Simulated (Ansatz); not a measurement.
The system is Cu.

```xyz
4
Lattice="2.5308 0.0000 0.0000 -1.2654 2.1917 0.0000 0.0000 0.0000 8.2618" Properties=species:S:1:pos:R:3 pbc="T T T"
Cu    1.2654    0.7306    6.1964
Cu    0.0000    0.0000    4.1309
Cu    0.0000    1.4611    2.0655
Cu    0.0000    0.0000    0.0000
```

This isn't the form of Cu at room conditions, which is fcc.

```yaml
Program: Ansatz 0.2.0
Task: relaxation of cell and atoms
Functional: BLYP
Potentials_or_basis: Ansatz PAW
Cutoff: "420 eV (not typed: the program's choice for these potentials)"
k_mesh: 12 × 12 × 4
Occupations: fermi-dirac, width 0.05 eV
Spin: no spin polarisation
```

At the start: volume 11.46 Å³/atom.

Where does the relaxation end?

It ends after 9 steps and the volume is 12.71 Å³/atom (+11.0 %); space group P6_3/mmc (No. 194, to 0.05 Å).

The path:
| step | energy change (eV) | largest force (eV/Å) | volume (Å³) |
| --- | --- | --- | --- |
| 1 | 0.0000 | 0.0000 | 45.83 |
| 2 | -0.1572 | 0.0000 | 48.07 |
| 3 | -0.2145 | 0.0000 | 50.33 |
| 4 | -0.2160 | 0.0000 | 50.76 |
| 5 | -0.2161 | 0.0000 | 50.80 |
| 6 | -0.2161 | 0.0000 | 50.80 |
| 7 | -0.2191 | 0.0000 | 50.80 |
| 8 | -0.2191 | 0.0000 | 50.85 |
| 9 | -0.2192 | 0.0000 | 50.85 |

Final structure:
```
Cu
1.0
     2.62631    0.00000    0.00000
    -1.31316    2.27445    0.00000
     0.00000    0.00000    8.51212
Cu
4
Cartesian
  1.3132 0.7582 6.3841
  0.0000 0.0000 4.2561
  0.0000 1.5163 2.1280
  0.0000 0.0000 0.0000
```

Caveat: the plane-wave basis is chosen anew once the cell has moved, so the energies of steps on either side of that aren't comparable; the PAW data sets come from PBE, with cores solved anew for the run's functional, which leaves a small shift of forces and pressure.
